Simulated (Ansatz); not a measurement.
A (111) slab of NbN (Fm-3m (No. 225)), 11 planes, outer planes Nb (top) and Nb (bottom), with 11 atoms (Nb6N5) in a surface cell of A = 8.465 Å², as cut from the bulk:

```yaml
crystal:
  lattice:
    - [3.12650, 0.00000, 0.00000]
    - [-1.56325, 2.70763, 0.00000]
    - [0.00000, 0.00000, 27.76390]
  atoms:
    - { symbol: Nb, position: [0.33333, 0.66667, 0.27014] }
    - { symbol: N, position: [0.66667, 0.33333, 0.31611] }
    - { symbol: Nb, position: [0.00000, 0.00000, 0.36208] }
    - { symbol: N, position: [0.33333, 0.66667, 0.40805] }
    - { symbol: Nb, position: [0.66667, 0.33333, 0.45403] }
    - { symbol: N, position: [0.00000, 0.00000, 0.50000] }
    - { symbol: Nb, position: [0.33333, 0.66667, 0.54597] }
    - { symbol: N, position: [0.66667, 0.33333, 0.59195] }
    - { symbol: Nb, position: [0.00000, 0.00000, 0.63792] }
    - { symbol: N, position: [0.33333, 0.66667, 0.68389] }
    - { symbol: Nb, position: [0.66667, 0.33333, 0.72986] }
```

Theory: DFT PBE, scalar-relativistic, plane waves, PAW in Ansatz. Settings: cutoff 420 eV, Γ-centred mesh 12×12×1 on the computed 11-atom cell, Gaussian smearing of 0.10 eV; no spin polarisation. The cell repeats along c with a dipole correction in the vacuum.

The relaxed slab holds 5 formula units of NbN and 1 further Nb. Against those formula units in the bulk and the further Nb in its standard state it lies 2.384 eV higher. The formation energy of NbN from the standard states is -1.913 eV a formula unit (uncorrected, no zero-point or thermal terms).

Q: Over what range can the chemical potential of Nb vary, and what is the surface energy at both ends?

A: In contact with the bulk, μ(Nb) + μ(N) is fixed. With Δμ counted from the standard states, Δμ(Nb) ≤ 0 keeps elemental Nb from forming, and Δμ(N) ≤ 0 requires Δμ(Nb) ≥ ΔH = -1.913 eV. Other compounds of Nb and N can narrow this range. Then γ, the mean of both faces, = [2.384 eV − 1.00·Δμ(Nb)]/(2A). At the Nb-rich end (Δμ = 0): 2.384/(2 × 8.465) × 16.02 = 2.26 J/m². At the Nb-poor end: (2.384 + 1.913)/(2 × 8.465) × 16.02 = 4.07 J/m².

Q: How does its energy depend on growth conditions?

A: It carries an excess of Nb, so its energy falls by 0.95 J/m² for each eV that μ(Nb) rises: Nb-rich conditions lower it; whether it appears depends on the other terminations.

Spin polarisation was left out, and a magnetic state may lie lower.